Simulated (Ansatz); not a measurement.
**Property card of a SnSe sheet**

The cell was found from a structure generator's guess, not taken from experiment.

Theory: DFT PBE, scalar-relativistic, plane waves, PAW (Ansatz 0.2.0). Cutoff 420 eV; k points 10×10×1 on the computed 2-atom cell (Γ-centred); Gaussian smearing, width 0.02 eV; no spin polarisation.

The sheet is periodic along a and b; c holds vacuum.

```cif
data_structure
_symmetry_space_group_name_H-M 'P 1'
_symmetry_Int_Tables_number 1
_cell_length_a 4.1113
_cell_length_b 4.1113
_cell_length_c 23.8000
_cell_angle_alpha 90.000
_cell_angle_beta 90.000
_cell_angle_gamma 90.000
_cell_volume 402.29
loop_
_atom_site_label
_atom_site_type_symbol
_atom_site_fract_x
_atom_site_fract_y
_atom_site_fract_z
_atom_site_occupancy
Sn1 Sn 0.50000 0.50000 0.29412 1
Se1 Se 0.00000 0.00000 0.29412 1
```

The zero of energy is the elements' standard structures at the same level; no fitted shifts are applied. The references include grey tin.

```yaml
Layer_group: p4/mmm (No. 61)
In-plane_cell: a = 4.111 Å, b = 4.111 Å, γ = 90.0°
Area_per_atom: 8.45 Å²
Thickness_between_the_outermost_nuclei: 0.00 Å
Formation_energy: −0.034 eV/atom
Band_gap_over_mesh_and_path: none (metal or semimetal)
Density_of_states_at_the_Fermi_level: 0.0 states/eV per cell
Löwdin_character_within_0.5_eV_of_the_Fermi_level: Sn 5p 61 %, Se 4p 27 %, Sn 5s 9 %
Bader_charges_e: Sn1 0.87, Se2 -0.87
```

Levels along Γ–X–M–Γ, in eV from the Fermi level, sorted by energy at each point. Points in fractions of the primitive reciprocal vectors: Γ (0.000 0.000 0.000), X (0.000 0.500 0.000), M (0.500 0.500 0.000).
```
point  k (1/Å, with 2π)  band 12  band 13  band 14  band 15  band 16  band 17  band 18
    Γ             0.000    -5.44    -3.02    -2.81    -2.81     1.95     3.02     3.91
    -             0.109    -5.63    -2.98    -2.77    -2.63     1.88     3.06     3.94
    -             0.218    -6.09    -2.87    -2.64    -2.21     1.67     3.20     4.06
    -             0.328    -6.62    -2.69    -2.44    -1.70     1.32     3.40     3.58
    -             0.437    -7.13    -2.46    -2.18    -1.15     0.91     2.81     2.95
    -             0.546    -7.55    -2.20    -1.89    -0.59     0.47     2.07     2.28
    -             0.655    -7.83    -1.96    -1.65     0.00     0.12     1.35     1.80
    X             0.764    -7.92    -1.85    -1.55    -0.03     0.50     0.81     1.62
    -             0.873    -7.88    -1.91    -1.83    -0.19     0.00     1.25     2.33
    -             0.983    -7.75    -2.60    -1.78    -1.19     0.11     2.17     3.37
    -             1.092    -7.54    -3.31    -2.17    -1.71     0.27     3.23     4.33
    -             1.201    -7.25    -3.92    -3.08    -1.63     0.47     4.29     5.09
    -             1.310    -6.90    -4.39    -3.88    -1.55     0.69     5.08     5.23
    -             1.419    -6.54    -4.68    -4.51    -1.49     0.86     4.86     4.93
    M             1.528    -6.35    -4.79    -4.79    -1.47     0.93     4.78     4.78
    -             1.683    -6.65    -4.71    -4.17    -1.52     0.81     4.87     5.13
    -             1.837    -6.99    -4.50    -2.92    -1.70     0.68     4.15     5.12
    -             1.991    -7.06    -4.16    -2.02    -1.44     0.76     2.61     4.54
    -             2.146    -6.83    -3.74    -2.40    -0.34     1.07     1.61     3.86
    -             2.300    -6.37    -3.30    -2.73    -1.14     1.47     2.77     3.41
    -             2.454    -5.78    -2.95    -2.94    -2.27     1.81     3.11     3.98
    Γ             2.609    -5.44    -3.02    -2.81    -2.81     1.95     3.02     3.91
```

The last run used a 10×10×1 mesh for its 2-atom cell and Gaussian smearing of 0.02 eV. The reference form of Se is held partly by dispersion forces, which this level lacks. Small gaps are read on the mesh alone, and bands can cross between its points.
